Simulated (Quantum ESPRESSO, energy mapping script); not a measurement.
# From total energies to J, by hand: MnS (Browneite)

A handful of total energies of MnS (Browneite) fix a spin model. One order is withheld as a test.

Calculated with Quantum ESPRESSO 7.5; PBE with U = 5 eV on Mn d, ortho-atomic projectors; plane waves, U on orthogonalised atomic orbitals unless named otherwise, collinear spin, no spin–orbit coupling.

## Step 1: Set-up

It takes space group F-43m (No. 216, cubic). Conventional cell: a = 5.600 Å, b = 5.600 Å, c = 5.600 Å, α = 90.00°, β = 90.00°, γ = 90.00°. Nearest to Mn lie 4 S at 2.42 Å. Nearest to S lie 4 Mn at 2.42 Å. Farther neighbours and most contacts between anions are not listed.

The potential files are GBRV's for PBE; pw.x takes the functional from them.

## Step 2: Two of the runs

The parallel order and one order with opposed moments, in one cell and on one mesh:

Contents of pw.in:

```
&control
  calculation = 'scf'
  prefix = 'pw'
  outdir = './tmp/'
  pseudo_dir = './pseudo/'
  verbosity = 'low'
/
&system
  ibrav = 0
  nat = 4
  ntyp = 2
  ecutwfc = 45
  ecutrho = 360
  nbnd = 38
  occupations = 'smearing'
  smearing = 'fd'
  degauss = 0.00367493
  nspin = 2
  starting_magnetization(1) = 0.3000
/
&electrons
  conv_thr = 1.0e-08
  electron_maxstep = 120
  mixing_beta = 0.3
  mixing_mode = 'plain'
/
ATOMIC_SPECIES
  Mn 54.9380 Mn.upf
  S 32.0600 S.upf
CELL_PARAMETERS angstrom
  0.00000000 -2.80000000 -2.80000000
  0.00000000 2.80000000 -2.80000000
  5.60000000 0.00000000 0.00000000
ATOMIC_POSITIONS crystal
  Mn 0.50000000 0.50000000 0.50000000
  Mn 0.00000000 0.00000000 0.00000000
  S 0.00000000 0.50000000 0.75000000
  S 0.50000000 0.00000000 0.25000000
K_POINTS automatic
  5 5 4 0 0 0
HUBBARD {ortho-atomic}
U Mn-3d 5
```

Command:

```sh
OMP_NUM_THREADS=1 mpirun -n 4 pw.x -nk 4 -in pw.in > pw.out
```

The program printed:

```text
Program PWSCF v.7.5 starts
[...]
unit-cell volume          =     592.5578 (a.u.)^3
     number of atoms/cell      =            4
[...]
number of electrons       =        42.00
     number of Kohn-Sham states=           38
     kinetic-energy cutoff     =      45.0000  Ry
     charge density cutoff     =     360.0000  Ry
     scf convergence threshold =      1.0E-08
[...]
xc contribution           =     -70.46213193 Ry
     ewald contribution        =    -253.43760863 Ry
     Hubbard energy            =       0.09513799 Ry
     total magnetization       =    10.00 Bohr mag/cell
     absolute magnetization    =    10.00 Bohr mag/cell
     convergence has been achieved in  10 iterations
=------------------------------------------------------------------------------=
   JOB DONE.
=------------------------------------------------------------------------------=
[key lines of the parts left out:]
!    total energy              =    -470.63513209 Ry
the Fermi energy is     7.8004 ev
```

Run time: 17 s. Hardware: 4 MPI ranks of Arm Neoverse V2, shared host; peak memory 0.46 GiB.

Edit pw.in of step 2 so:

```diff
@@ -10,6 +10,6 @@
   nat = 4
-  ntyp = 2
+  ntyp = 3
   ecutwfc = 45
   ecutrho = 360
-  nbnd = 38
+  nbnd = 33
   occupations = 'smearing'
@@ -19,2 +19,3 @@
   starting_magnetization(1) = 0.3000
+  starting_magnetization(2) = -0.3000
 /
@@ -27,3 +28,4 @@
 ATOMIC_SPECIES
-  Mn 54.9380 Mn.upf
+  Mn1 54.9380 Mn.upf
+  Mn2 54.9380 Mn.upf
   S 32.0600 S.upf
@@ -34,4 +36,4 @@
 ATOMIC_POSITIONS crystal
-  Mn 0.50000000 0.50000000 0.50000000
-  Mn 0.00000000 0.00000000 0.00000000
+  Mn1 0.50000000 0.50000000 0.50000000
+  Mn2 0.00000000 0.00000000 0.00000000
   S 0.00000000 0.50000000 0.75000000
@@ -41,2 +43,3 @@
 HUBBARD {ortho-atomic}
-U Mn-3d 5
+U Mn1-3d 5
+U Mn2-3d 5
```

The program printed:

```text
[banner, memory and clock lines left out]
Program PWSCF v.7.5 starts
[...]
unit-cell volume          =     592.5578 (a.u.)^3
     number of atoms/cell      =            4
[...]
number of electrons       =        42.00
     number of Kohn-Sham states=           33
     kinetic-energy cutoff     =      45.0000  Ry
     charge density cutoff     =     360.0000  Ry
[...]
The total energy is F=E-TS. E is the sum of the following terms:
     one-electron contribution =    -315.46835995 Ry
     hartree contribution      =     168.58370283 Ry
     xc contribution           =     -70.43447717 Ry
     ewald contribution        =    -253.43760863 Ry
     Hubbard energy            =       0.10960131 Ry
     total magnetization       =     0.00 Bohr mag/cell
     absolute magnetization    =     9.75 Bohr mag/cell
     convergence has been achieved in  12 iterations
[key lines of the parts left out:]
!    total energy              =    -470.64714161 Ry
the Fermi energy is     7.2773 ev
```

The job ended after 19 s (4 MPI ranks; peak memory 0.62 GiB).

At zero occupation width the energies are -6403.31718 and -6403.48058 eV for 2 Mn atoms, so ΔE = 1000 × (-6403.48058 − (-6403.31718)) / 2 = -81.70 meV a magnetic atom.

## Step 3: The orders used, and who is opposed

Each order is measured in this way from the parallel run of its own cell. n counts, for a mean magnetic atom, the neighbours of each shell whose moment is opposed.

| order | ΔE (meV) | n at 3.96 Å (of 12) | n at 5.60 Å (of 6) |
| --- | --- | --- | --- |
| compensated +− in cell A | -81.70 | 8 | 0 |
| compensated +− in cell B | -62.82 | 6 | 6 |
| uncompensated ++− in cell C | ? | 6.67 | 2.67 |

Wanted: the couplings, and ΔE of the order “uncompensated ++− in cell C”.

## Step 4: The equations

With E = −Σ J e·e over ordered pairs of unit vectors, an atom's energy is −Σ J (z − 2n), since each opposed neighbour turns +1 into −1. Against the parallel order, ΔE = 2 Σ n J:

- 16 J₁ = -81.70
- 12 J₁ + 12 J₂ = -62.82

Cramer's rule: the determinant of the left side is D = 192; with the column of each J replaced by the energies it is D₁ = -980.4 and D₂ = -24.72. So J₁ = -5.11 meV and J₂ = -0.129 meV.

## Step 5: The order left out

ΔE = 13.34 × (-5.11) + 5.34 × (-0.129) = -68.80 meV.

## Step 6: What came out

* J₁, Mn–Mn at 3.96 Å: -5.11 meV
* J₂, Mn–Mn at 5.60 Å: -0.129 meV
* ΔE predicted for the withheld order: -68.8 meV
* ΔE of the withheld run: -69.4 meV

The hand solution predicts -68.80 meV and the withheld run gave -69.38 meV, a miss of 0.58 meV on a scale of 81.7 meV, so these shells carry the energies well. A least-squares fit to all 5 orders gives -5.08, -0.141 and -0.0256 meV, with a third shell at 6.86 Å that the hand model leaves out. This set was picked because its moments stay put and its equations are well conditioned; many sets are less well behaved. Shells left out of the hand model add to these values wherever the orders used reverse them, so each J is partly a sum. A fit with one more shell, at 7.92 Å, gives -5.1, -0.13, -0.022 and -0.064 meV and 155 K in mean field.

[Logs and program files are shortened in this print: banners, set-up blocks, solver, clock and traceback lines can be left out without a mark of their own.]

[Logs are printed without paths, hosts, clocks, repeated set-up lines and the standing remarks that a program may print on its own settings, such as how far it seeks lower states.]

[Hosts, paths, dates, database ids (printed as entryN), source tags and the programs' standing remarks are cut or masked in the printed files.]

[Where a cell is said to come from a database of computed structures, the database is the Materials Project.]
